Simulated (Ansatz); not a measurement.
## CdS: elastic constants from stress and strain

```xyz
2
Lattice="0.0000 2.9100 2.9100 2.9100 0.0000 2.9100 2.9100 2.9100 0.0000" Properties=species:S:1:pos:R:3 pbc="T T T"
Cd    0.0000    0.0000    0.0000
S     4.3650    4.3650    4.3650
```

Atoms are numbered in the order listed.

The cell is COD entry 1011260, as deposited and not checked against the literature; nothing was relaxed. It is an old determination, and later ones may differ.

All numbers below come from DFT, PBE, all-electron LAPW, scalar-relativistic in Ansatz 0.2.0.

The runs use a Γ-centred 9×9×9 k mesh, Fermi–Dirac smearing of 0.03 eV, basis error target 0.5 meV/atom, no spin polarisation.

The unstrained cell is at 3.33 GPa. Large strains and very small stresses are left out. Each strain is applied once, with fractional coordinates held (clamped ions), and σ below is the change of stress, positive in tension. One finite strain gives stress–strain coefficients at this pressure with an error of the order of the strain times third-order constants, a few per cent for each per cent of strain.

Question: Estimate the stiffness probed by this change, and the stress that it gives: x and y strained by -1.5 %, z held.

Answer: σxx = -2.26 GPa, σzz = -2.05 GPa and εxx = εyy = -0.0150, so C12 = σzz/(2εxx) = 68 GPa and C11 + C12 = σxx/εxx = 151 GPa.

Question: Estimate the stiffness probed by this change, and the stress that it gives: z strained by +2 % at fixed volume.

Answer: σzz − σxx = 0.52 GPa and εzz − εxx = 0.0299, so C11 − C12 = (σzz − σxx)/(εzz − εxx) = 17 GPa.

Question: What do those two numbers (x and y strained by -1.5 %, z held) give for C11, and is the cell stable to tetragonal shear?

Answer: C11 = 151 − 68 = 83 GPa and C11 − C12 = 15 GPa: too near zero for one strain to settle the sign.

Question: Scaling the volume by 0.9800 and 1.0200 gives 4.77 GPa and 2.04 GPa. Combine this with the best C11 − C12 to estimate C11 and C12.

Answer: B = −ΔP/Δln V = 68.3 GPa = (C11 + 2 C12)/3; with C11 − C12 = 17.3 GPa, C11 = B + (2/3)(C11 − C12) = 80 GPa and C12 = B − (C11 − C12)/3 = 63 GPa.
